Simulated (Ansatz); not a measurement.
## SnO (P4/nmm), one atom moved along a line

These are results of Ansatz, DFT PBEsol+D3(BJ), scalar-relativistic, plane waves, PAW, not measurements. The runs took a 420 eV cutoff, a Γ-centred 12×12×10 mesh and Gaussian smearing (0.15 eV). No spin polarisation. Energies are free energies at this smearing, counted from the undisturbed cell; pressure is positive in compression.

The starting cell (relaxed at this level):

```
Sn O
1.0
     3.77039    0.00000    0.00000
     0.00000    3.77039    0.00000
     0.00000    0.00000    4.56337
Sn O
2 2
Direct
  0.00000 0.50000 0.25326
  0.50000 0.00000 0.74674
  0.00000 0.00000 0.00000
  0.50000 0.50000 0.00000
```

Atom 3 (O) is moved by x along the Cartesian unit vector (-0.707, -0.707, 0.000); the cell and all other atoms stay fixed. The cell is metallic on the mesh throughout.

| x (Å) | ΔE (meV/cell) | force along x on the moved atoms (eV/Å) | pressure (GPa) |
| --- | --- | --- | --- |
| -0.4500 | 967.3 | 4.65 | 7.1 |
| -0.2250 | 225.9 | 2.06 | 1.7 |
| 0.0000 | 0.0 | 0.00 | 0.0 |
| 0.0563 | 13.8 | -0.49 | 0.1 |
| 0.1125 | 55.4 | -0.99 | 0.4 |
| 0.1688 | 125.7 | -1.51 | 1.0 |
| 0.2813 | ? | -2.64 | ? |
| 0.3375 | 523.9 | -3.27 | 4.0 |
| 0.3938 | ? | ? | 5.4 |

By symmetry 0.4500 repeats -0.4500, -0.3375 repeats 0.3375, 0.2250 repeats -0.2250, -0.1125 repeats 0.1125 in energy, with the opposite slope along the path.

(1) Give the withheld values.

Answers

(1) ΔE (meV/cell) at x (Å) = 0.2813: 358.0; pressure (GPa) at x (Å) = 0.2813: 2.8; ΔE (meV/cell) at x (Å) = 0.3938: 726.3; force along x on the moved atoms (eV/Å) at x (Å) = 0.3938: -3.93.

Cost: 9 runs of about 4.1 core-minutes in all, on Intel Xeon 6975P-C (Granite Rapids) (shared hosts).